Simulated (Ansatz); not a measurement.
Compare A (`C1=CCC1`) with its isomer B (`CC1C=C1`).

Isolated molecules relaxed with PBE0-D4/def2-TZVP in Ansatz; ΔE leaves out vibrations. CCSD(T)/CBS is the MP2 limit (def2-TZVPP, def2-QZVPP) plus CCSD(T) − MP2 in def2-TZVPP, frozen cores. Functionals use def2-TZVPP. B3LYP here is the variant with VWN-RPA as its local correlation; programs differ in this.

**Question.** Which isomer does CCSD(T)/CBS put lower? Give the gap. (Best estimate.)

**Answer.** Computed: A, by 96.5 kJ/mol.

**Question.** Give E(B) − E(A) in kJ/mol with r2SCAN-D4, MP2/def2-TZVPP, ωB97M-V, B2PLYP, PBE0-D4, B3LYP-D4, CCSD/def2-TZVPP. (Best estimate.)

**Answer.** Computed: r2SCAN-D4 91.1, MP2/def2-TZVPP 93.7, ωB97M-V 94.5, B2PLYP 92.7, PBE0-D4 96.7, B3LYP-D4 92.3, CCSD/def2-TZVPP 97.5. None reverses the order clearly.

**Question.** Does the order hold for the free energy at 298.15 K (harmonic terms from PBE0-D4)? (Best estimate.)

**Answer.** The calculation gave: Yes: G(B) − G(A) = +86.5 kJ/mol.

Largest T1 diagnostic: 0.010.

Leaving LDA and LC-ωPBE aside and taking each functional with its dispersion term where it has one, the values, not all of them listed here, spread over 9.5 kJ/mol, from BLYP-D4 to PBE-QIDH. LDA lies +7.2 kJ/mol from PBE without D4. From PBE to PBE0 (25 % exact exchange), in def2-TZVPP and without D4, E(B) − E(A) moves by +4.0 kJ/mol.
